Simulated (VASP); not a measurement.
**Cd: single point with PBEsol**

The system is Cd.

```
CELL_PARAMETERS angstrom
0.04436 2.33527 2.33527
2.33527 0.04436 2.33527
2.33527 2.33527 0.04436
ATOMIC_POSITIONS crystal
Cd 0.00000 0.00000 0.00000
```

The cell isn't the ideal one: strained and moved within a subgroup.

| Item | Value |
| --- | --- |
| Program | VASP 6.6.1 |
| Task | single point |
| Functional | PBEsol |
| Potentials or basis | VASP PAW PBE potentials, release 64 (Cd) |
| Cutoff | 520 eV |
| k mesh | 15 × 15 × 15 |
| Occupations | gaussian, width 0.1 eV |
| Spin | no spin polarisation |

```
Pressure               : -5.7 GPa
Band gap on the k mesh : none (metal or under the smearing width)
```

Stress tensor (GPa, compression positive):
```
-5.73  0.11  0.11
 0.11 -5.73  0.11
 0.11  0.11 -5.73
```

Levels at points of the mesh, in eV from the Fermi level:
```csv
k point,band 2,band 3,band 4,band 5,band 6,band 7,band 8,band 9,band 10,band 11
"(0.00, 0.00, 0.00)",-8.69,-8.69,-8.36,-8.36,-7.87,12.86,13.79,14.04,14.04,16.39
```

Run time: 2.1 min on 1 thread of Intel(R) Xeon(R) Platinum 8375C CPU @ 2.90GHz (Ice Lake), on a shared host, peak memory 0.22 GiB.

Caveat: the PAW data sets were made with another functional, which shifts forces and pressure a little.
